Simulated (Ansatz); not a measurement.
# CdO (Monteponite): the cost of one run

Method: DFT PBEsol, frozen-core PAW, scalar-relativistic unless said, in Ansatz 0.2.0.

## (1) The structure to begin with

Symmetry: Fm-3m, No. 225, cubic system. Conventional cell: a = 4.699 Å, b = 4.699 Å, c = 4.699 Å, α = 90.00°, β = 90.00°, γ = 90.00°. Cd (site symmetry m-3m) has 6 O at 2.35 Å as nearest neighbours. Around O (site symmetry m-3m) lie 6 Cd at 2.35 Å.

As a file:

```
CELL_PARAMETERS angstrom
0.00000 2.34950 2.34950
2.34950 0.00000 2.34950
2.34950 2.34950 0.00000
ATOMIC_POSITIONS crystal
Cd 0.00000 0.00000 0.00000
O 0.50000 0.50000 0.50000
```

Cartesian axes are those of the input's lattice vectors. The structure goes back to a database entry.

## (2) Cell and atoms relaxed, PAW

input.yaml

```yaml
crystal:
  lattice:
    - [0.0, 2.3495, 2.3495]
    - [2.3495, 0.0, 2.3495]
    - [2.3495, 2.3495, 0.0]
  atoms:
    - { symbol: Cd, position: [0.0, 0.0, 0.0] }
    - { symbol: O, position: [0.5, 0.5, 0.5] }
kpoints:
  mp_grid: { grid: [18, 18, 18] }
scf:
  occupations: { method: fermi_dirac, width: 0.05 }
hamiltonian:
  xc: pbesol
  pseudopotentials: { kind: paw }
relax:
  f_tol: 0.002
  max_steps: 80
  cell: {}
output:
  forces: true
  stress: true
```

Run with:

```bash
$ ansatz run input.yaml --threads 1 --pin off --max-ram 3072MiB --backend cpu --events-out ev --progress --plain --runs-dir out
```

**Question.** How long does this run take on 1 thread of AMD EPYC 9R45 (Zen 5), shared host, and how much memory does it need?

About 4.5 s, with a peak of 0.44 GiB.
